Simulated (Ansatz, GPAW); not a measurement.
This is a calculation of Ru (Ruthenium) for Ansatz 0.2.0. 

The input input.yaml:

```yaml
crystal:
  lattice:
    - [2.7058, 0.0, 0.0]
    - [-1.3529, 2.3432915376, 0.0]
    - [0.0, 0.0, 4.2819]
  atoms:
    - { symbol: Ru, position: [0.6666666667, 0.3333333333, 0.75] }
    - { symbol: Ru, position: [0.3333333333, 0.6666666667, 0.25] }
hamiltonian:
  xc: pbe
  pseudopotentials: { kind: paw }
kpoints:
  mp_grid: { grid: [11, 11, 6] }
scf:
  occupations: { method: gaussian, width: 0.017 }
output:
  forces: true
  stress: true
  eigenvalues: true
```

Potentials or basis: Ansatz PAW.

Launch:

```sh
$ ansatz run input.yaml --threads 2 --pin off --max-ram 5632MiB --backend cpu --events-out ev --progress --plain --runs-dir out
```

Question: Set up the same calculation for GPAW 26.7.0 (ASE script). Potentials or basis there: GPAW PAW data sets (gpaw-data 1.2.1), cutoff 600 eV.

Answer: As run (cutoffs and basis follow the program's own potentials, and thresholds, step limits or extra output files can differ):

Contents of run.py:

```python
from ase.dft.bandgap import bandgap
from ase.io import read, write
from ase.units import GPa
from gpaw import GPAW, PW

atoms = read('Ru.xyz')

calc = GPAW(mode=PW(600),
            xc='PBE',
            kpts={'size': (11, 11, 6), 'gamma': True},
            occupations={'name': 'methfessel-paxton', 'order': 0, 'width': 0.017},
            nbands=29,
            convergence={'density': 1e-05, 'energy': 1e-05},
            maxiter=150,
            txt='gpaw.txt')
atoms.calc = calc
energy = atoms.get_potential_energy()
forces = atoms.get_forces()
stress = atoms.get_stress()
calc.write('gs.gpw')
write('result.traj', atoms)
print(f'Energy: {energy:.6f} eV')
print('Forces (eV/A):')
print(forces.round(4))
print('Stress (GPa):', (stress / GPa).round(3))
print('Fermi level:', round(calc.get_fermi_level(), 4), 'eV')
print(f'Gap: {bandgap(calc)[0]:.4f} eV, direct: {bandgap(calc, direct=True)[0]:.4f} eV')
```

The input Ru.xyz:

```xyz
2
Lattice="2.7058000000 0.0000000000 0.0000000000 -1.3529000000 2.3432915376 0.0000000000 0.0000000000 0.0000000000 4.2819000000" Properties=species:S:1:pos:R:3 pbc="T T T"
Ru     1.3529000001      0.7810971791      3.2114250000
Ru    -0.0000000001      1.5621943585      1.0704750000
```

Potentials or basis: GPAW PAW data sets (gpaw-data 1.2.1), pw.

Command:

```sh
$ OMP_NUM_THREADS=1 python run.py
```

Both were run:

|  | Ansatz | GPAW |
| --- | --- | --- |
| Pressure | 4.5 GPa | 3.6 GPa |

Ansatz's pressure holds a Pulay term of +0.07 GPa for its cutoff of 420 eV, which the other run lacks.

Where Ansatz's input types no cutoff or centring, it takes its own default and a Γ-centred mesh.

Pressure is positive in compression.
